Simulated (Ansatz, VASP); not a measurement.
## Mg4H in VASP and in Ansatz

```
Mg H
1.0
     3.18370    0.00000    0.00000
    -1.59185    2.75717    0.00000
     0.00000    0.00000   26.70819
Mg H
4 1
Direct
  0.66667 0.33333 0.31825
  0.33333 0.66667 0.41461
  0.66667 0.33333 0.50903
  0.33333 0.66667 0.60653
  0.33333 0.16667 0.63343
```

Alike in both runs: task single point; functional PBEsol; k mesh 9 × 9 × 1; occupations gaussian, width 0.1 eV; no spin polarisation.

|  | VASP | Ansatz |
| --- | --- | --- |
| version | VASP 6.6.1 | Ansatz 0.2.0 |
| potentials or method | VASP PAW PBE potentials, release 64 (Mg, H) | scalar-relativistic, plane waves, PAW |
| plane-wave cutoff (eV) | 520 | 420 |
| valence electrons in the cell | 9 | 41 |

|  | VASP | Ansatz | Ansatz less VASP |
| --- | --- | --- | --- |
| gap on the k mesh at the Fermi level (eV) | none | none | - |
| rms of the force components (eV/Å) | 0.363 | 0.360 | -0.0032 |
| work function, face that differs most (eV) | 3.76 | 3.76 | -0.005 |

Atom by atom the forces differ by 0.003 eV/Å (rms over components). A gap of «none» marks a metal or a gap that the smearing closes. With one functional, cell and mesh, what is left measures potentials, basis and numerics. The two sets of potentials don't hold the same shells in valence. Ansatz warned: «xc_potential_rough_in_thin_density».

Caveats: the PAW data sets were made with another functional, which shifts forces and pressure a little (VASP).
